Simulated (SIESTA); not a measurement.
Crystal: Al.

```xyz
1
Lattice="-1.5912 1.5912 1.5912 1.5912 -1.5912 1.5912 1.5912 1.5912 -1.5912" Properties=species:S:1:pos:R:3 pbc="T T T"
Al    0.0000    0.0000    0.0000
```

This isn't the form of Al at room conditions, which is fcc.

| Quantity | Value |
| --- | --- |
| Program | SIESTA 5.4.2 |
| Task | relaxation of cell and atoms |
| Functional | BLYP |
| Potentials or basis | PseudoDojo 0.4 standard (PBE files) |
| Basis | DZP (energy shift 0.003 Ry) |
| Grid cutoff | 500 Ry |
| Energy shift | 0.003 Ry |
| k mesh | 12 × 12 × 12 |
| Occupations | fermi-dirac, width 0.05 eV |
| Spin | no spin polarisation |

At the start: pressure 9.3 GPa; volume 16.12 Å³/atom.

Task: How do energy, volume and symmetry change on relaxing?

Result: Over 5 steps the energy falls by 57.6 meV/atom and the volume is 18.47 Å³/atom (+14.6 %); space group Im-3m (No. 229, to 0.05 Å).

Step by step:
| step | energy change (eV) | largest force (eV/Å) | pressure (GPa) | volume (Å³) |
| --- | --- | --- | --- | --- |
| 1 | 0.0000 | 0.0000 | 9.26 | 16.12 |
| 2 | -0.0021 | 0.0000 | 9.05 | 16.15 |
| 3 | -0.0556 | 0.0000 | 1.35 | 17.97 |
| 4 | -0.0575 | 0.0000 | 0.20 | 18.40 |
| 5 | -0.0576 | 0.0000 | 0.00 | 18.47 |

Final structure:
```
Al
1.0
    -1.66528    1.66528    1.66528
     1.66528   -1.66528    1.66528
     1.66528    1.66528   -1.66528
Al
1
Direct
  0.00000 0.00000 0.00000
```

Caveat: the potentials were made for another functional, which shifts forces and pressure; the basis of atomic orbitals isn't converged, which shifts pressures, moduli and gaps.
